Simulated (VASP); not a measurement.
Write the native input for VASP 6.6.1 that does the following.

- Task: electric field gradients
- Functional: LDA
- Potentials or basis: VASP PAW LDA potentials, release 64 (Ta_pv, N)
- Cutoff: 520 eV
- k mesh: 6 × 6 × 9
- Occupations: gaussian, width 0.02 eV
- Spin: no spin polarisation
- Further INCAR settings: ALGO = Normal; EDIFF = 1e-08

The structure of TaN lies in POSCAR:

```
TaN
1.0
    5.1960000000      0.0000000000      0.0000000000
   -2.5980000000      4.4998679981      0.0000000000
    0.0000000000      0.0000000000      2.9110000000
Ta N
3 3
Direct
    0.0000000000      0.0000000000      0.0000000000
    0.6666666667      0.3333333333      0.5000000000
    0.3333333333      0.6666666667      0.5000000000
    0.0000000000      0.3928500000      0.0000000000
    0.6071500000      0.6071500000      0.0000000000
    0.3928500000      0.0000000000      0.0000000000
```

One way to write it, as run:

INCAR

```
ALGO     = Normal         # electronic algorithm
EDIFF    = 1E-8           # SCF threshold, eV
ENCUT    = 520            # plane-wave cutoff, eV
ISIF     = 2              # what is computed and relaxed
ISMEAR   = 0              # smearing method
LASPH    = T              # aspherical terms in the spheres
LCHARG   = F              # write CHGCAR
LEFG     = T            
LREAL    = F              # projectors in reciprocal space
LWAVE    = F              # write WAVECAR
NELM     = 80             # most SCF steps
PREC     = Accurate       # precision mode
SIGMA    = 0.02           # smearing width, eV
```

KPOINTS

```
k-points
0
Gamma
  6 6 9
```

Potentials or basis: VASP PAW LDA potentials, release 64 (Ta_pv, N).

Launch:

```bash
$ cat potpaw_LDA.64/Ta_pv/POTCAR potpaw_LDA.64/N/POTCAR > POTCAR
$ mpirun -np 1 vasp_std > vasp.out
```

It gave:

```
Pressure               : -8.3 GPa
Largest force          : 0.035 eV/Å
Band gap on the k mesh : none (metal or under the smearing width)
```

Wall time 43 s on 1 thread of AMD EPYC 9R45 96-Core Processor (Zen 5), with other jobs on the host, peak memory 0.16 GiB.
